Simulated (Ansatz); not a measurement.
## Nudged elastic band run: Be$_{16}$H

Input:

```yaml
crystal:
  lattice:
    - [-2.29, -3.966396, 0.0]
    - [3.435, -1.983198, 0.0]
    - [0.0, 0.0, 7.17686]
  atoms:
    - { symbol: Be, position: [0.74988634, 0.50156396, 0.00318775] }
    - { symbol: Be, position: [0.50125946, 0.33412616, 0.25104967] }
    - { symbol: Be, position: [0.74989132, 0.50185845, 0.50016746] }
    - { symbol: Be, position: [0.50735833, 0.33766637, 0.75342463] }
    - { symbol: Be, position: [0.50123135, -0.00134521, -0.00046841] }
    - { symbol: Be, position: [0.24992137, 0.83714272, 0.24825962] }
    - { symbol: Be, position: [0.5073706, -0.0050247, 0.49706042] }
    - { symbol: Be, position: [0.24997246, 0.82404019, 0.75332362] }
    - { symbol: Be, position: [0.24991527, 0.49559214, 0.002251] }
    - { symbol: Be, position: [-0.00144526, 0.33410889, 0.25103542] }
    - { symbol: Be, position: [0.24997836, 0.50873757, 0.49729304] }
    - { symbol: Be, position: [-0.00755258, 0.33779881, 0.75345306] }
    - { symbol: Be, position: [-0.00142375, -0.00132795, -0.00044997] }
    - { symbol: Be, position: [0.7498929, 0.83121167, 0.24731148] }
    - { symbol: Be, position: [-0.00753632, -0.0051466, 0.49703939] }
    - { symbol: Be, position: [0.74987493, 0.8308991, 0.75038622] }
    - { symbol: H, position: [0.24958373, 0.16617094, 0.6252104] }
basis:
  ecutwfc: 420.0
kpoints:
  mp_grid: { grid: [5, 6, 4] }
hamiltonian:
  xc: pbe
  dispersion: d3bj
scf:
  occupations: { method: gaussian, width: 0.1 }
  lower_state_search: "off"
neb:
  images: 5
  f_tol: 0.05
  initial_path: linear
  max_iterations: 14
  optimiser: lbfgs
  final_atoms:
    - { symbol: Be, position: [0.74932906, 0.50169615, -0.00020583] }
    - { symbol: Be, position: [0.50076357, 0.33410704, 0.24892513] }
    - { symbol: Be, position: [0.74942814, 0.50142835, 0.49676825] }
    - { symbol: Be, position: [0.50678095, 0.33735254, 0.7465329] }
    - { symbol: Be, position: [0.50676309, -0.00513885, 0.00288232] }
    - { symbol: Be, position: [0.24947365, 0.83707711, 0.25173721] }
    - { symbol: Be, position: [0.50068844, -0.00153899, 0.50048994] }
    - { symbol: Be, position: [0.24946323, 0.82383292, 0.74670968] }
    - { symbol: Be, position: [0.24944474, 0.5086489, 0.00272971] }
    - { symbol: Be, position: [-0.00192708, 0.33392952, 0.24895635] }
    - { symbol: Be, position: [0.24944478, 0.49549173, 0.49778353] }
    - { symbol: Be, position: [-0.008213, 0.33766793, 0.7465529] }
    - { symbol: Be, position: [-0.00814884, -0.00539724, 0.00286382] }
    - { symbol: Be, position: [0.74944884, 0.83111445, 0.25262606] }
    - { symbol: Be, position: [-0.00186722, -0.00135201, 0.50044322] }
    - { symbol: Be, position: [0.74927521, 0.83055457, 0.74954998] }
    - { symbol: H, position: [0.24880583, 0.16612308, 0.8748083] }
  order_check: false
```

Command:

```bash
$ ansatz run input.yaml --threads 2 --pin off --max-ram 5120MiB --backend cpu --events-out ev --progress --plain --runs-dir out
```

Output, in part (warnings, iteration lines):

```
NEB end point (image 0): max|allowed force component| = 5.036e-3 eV/Å (the criterion of neb.relax_end_points is 1.000e-2)
NEB end point (image 6): max|allowed force component| = 6.015e-3 eV/Å (the criterion of neb.relax_end_points is 1.000e-2)
NEB iter   1: max|band force component| = 6.626e-1 eV/Å  barrier→ = 0.5409 eV  barrier← = 0.5409 eV  Δτ_max = 0.0101 Å  (42 SCF iters)
NEB iter   2: max|band force component| = 5.228e-1 eV/Å  barrier→ = 0.5169 eV  barrier← = 0.5169 eV  Δτ_max = 0.0392 Å  (24 SCF iters)
NEB iter   3: max|band force component| = 7.627e-2 eV/Å  barrier→ = 0.4761 eV  barrier← = 0.4761 eV  CI = image 3  Δτ_max = 0.0013 Å  (26 SCF iters)
NEB iter   4: max|band force component| = 5.862e-2 eV/Å  barrier→ = 0.4758 eV  barrier← = 0.4757 eV  CI = image 3  Δτ_max = 0.0081 Å  (15 SCF iters)
NEB iter   5: max|band force component| = 2.949e-2 eV/Å  barrier→ = 0.4749 eV  barrier← = 0.4749 eV  CI = image 3  Δτ_max = 0.0000 Å  (25 SCF iters)
```

The forces met the threshold. The order of the stationary point at the top wasn't checked. Limits of this set-up: coarse k mesh, odd electron count without spin.

Final band:

| image | path coordinate (Å) | energy (eV) |
| --- | --- | --- |
| 0 | 0.00 | 0.00 |
| 1 | 0.29 | 0.12 |
| 2 | 0.59 | 0.36 |
| 3 | 0.88 | 0.47 |
| 4 | 1.18 | 0.36 |
| 5 | 1.47 | 0.12 |
| 6 | 1.77 | 0.00 |

Time of the run: 12 min on 2 threads of Intel(R) Xeon(R) Processor @ 2.50GHz (Skylake/Cascade Lake), with other jobs on the host, peak memory 1.2 GiB.
